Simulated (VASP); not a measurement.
Wanted: the native input for a VASP 6.6.1 run.

```
Task                   : single point
Functional             : revPBE
Potentials or basis    : VASP PAW PBE potentials, release 64 (In_d)
Cutoff                 : 520 eV
k mesh                 : 11 × 11 × 11
Occupations            : fermi-dirac, width 0.1 eV
Spin                   : no spin polarisation
Dipole correction      : no
Further INCAR settings : ALGO = Normal; EDIFF = 1e-06; NBANDS = 12
```

The structure of In lies in POSCAR:

```
In
1.0
    3.0840150569      0.0000000000      0.0000000000
    0.0000000000      3.0840150569      0.0000000000
    0.0000000000      0.0000000000      3.0840150569
In
1
Direct
    0.0000000000      0.0000000000      0.0000000000
```

This isn't the form of In at room conditions, which is tetragonal.

One way to write it, as run:

INCAR

```
ALGO     = Normal         # electronic algorithm
EDIFF    = 1E-6           # SCF threshold, eV
ENCUT    = 520            # plane-wave cutoff, eV
GGA      = RE             # functional
ISIF     = 2              # what is computed and relaxed
ISMEAR   = -1             # smearing method
LASPH    = True           # aspherical terms in the spheres
LCHARG   = True           # write CHGCAR
LELF     = True           # ELF
LREAL    = False          # projectors in reciprocal space
LVHAR    = True         
LWAVE    = False          # write WAVECAR
NBANDS   = 12             # bands
NELM     = 100            # most SCF steps
PREC     = Accurate       # precision mode
SIGMA    = 0.1            # smearing width, eV
```

KPOINTS

```
k-points
0
Gamma
  11 11 11
```

Potentials or basis: VASP PAW PBE potentials, release 64 (In_d).

The run is started by

```sh
$ cat potpaw_PBE.64/In_d/POTCAR > POTCAR
$ mpirun -np 1 vasp_std > vasp.out
```

Results of the run:

| Property | Result |
| --- | --- |
| Pressure | 1.4 GPa |
| Band gap on the k mesh | none (metal or under the smearing width) |

Caveat: the PAW data sets were made with another functional, which shifts forces and pressure a little.

It took 9.6 s on 1 thread of Intel(R) Xeon(R) Platinum 8375C CPU @ 2.90GHz (Ice Lake), on a shared host, peak memory 0.14 GiB.
